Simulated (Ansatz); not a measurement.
**α-quartz-type GeO₂ (metastable phase)**

Level of theory: BLYP (Ansatz, a first-principles code, plane waves, PAW).

Run with plane-wave cutoff 520 eV, 12×12×6 k mesh (along the axes of the cell as run), Fermi–Dirac smearing 0.01 eV, scalar-relativistic PAW data made under PBE.

Cell: measured lattice: a = b = 4.987 Å, c = 5.652 Å, α = β = 90.00°, γ = 120.00°.

- band gap: 3.45 eV (indirect)
- smallest direct gap on the k points sampled: 3.51 eV

Note: cell and atoms aren't relaxed at this level (largest force component 0.26 eV/Å, pressure 7.7 GPa).

Spin–orbit coupling is not included.

It cost very roughly 110 core-seconds of CPU time.
